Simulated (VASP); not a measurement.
Cu2O:

```
Cu O
1.0
     4.26000    0.00000    0.00000
     0.00000    4.26000    0.00000
     0.00000    0.00000    4.26000
Cu O
4 2
Direct
  0.25000 0.25000 0.25000
  0.25000 0.75000 0.75000
  0.75000 0.75000 0.25000
  0.75000 0.25000 0.75000
  0.00000 0.00000 0.00000
  0.50000 0.50000 0.50000
```

* Program: VASP 6.6.1
* Task: relaxation of cell and atoms
* Functional: PBE
* Potentials or basis: VASP PAW PBE potentials, release 64 (Cu, O)
* Cutoff: 520 eV
* k mesh: 8 × 8 × 8
* Occupations: gaussian, width 0.02 eV
* Spin: collinear spin, ferromagnetic start
* Starting moments: [1, 1, 1, 1, 0, 0] μB

At the start: pressure 4.0 GPa; volume 12.88 Å³/atom.

Problem. How do energy, volume and symmetry change on relaxing?

Solution. Over 3 steps the energy falls by 5.2 meV/atom and the volume is 13.32 Å³/atom (+3.3 %); space group Pn-3m (No. 224, to 0.05 Å); moment 0.00 μB per cell.

Step by step:
```tsv
step	energy change (eV)	largest force (eV/Å)	pressure (GPa)	volume (Å³)
1	0.0000	0.0000	4.01	77.31
2	-0.0264	0.0000	-1.47	80.98
3	-0.0315	0.0000	0.00	79.90
```

Final structure:
```
Cu O
1.0
     4.30700    0.00000    0.00000
     0.00000    4.30700    0.00000
     0.00000    0.00000    4.30700
Cu O
4 2
Direct
  0.25000 0.25000 0.25000
  0.25000 0.75000 0.75000
  0.75000 0.75000 0.25000
  0.75000 0.25000 0.75000
  0.00000 0.00000 0.00000
  0.50000 0.50000 0.50000
```
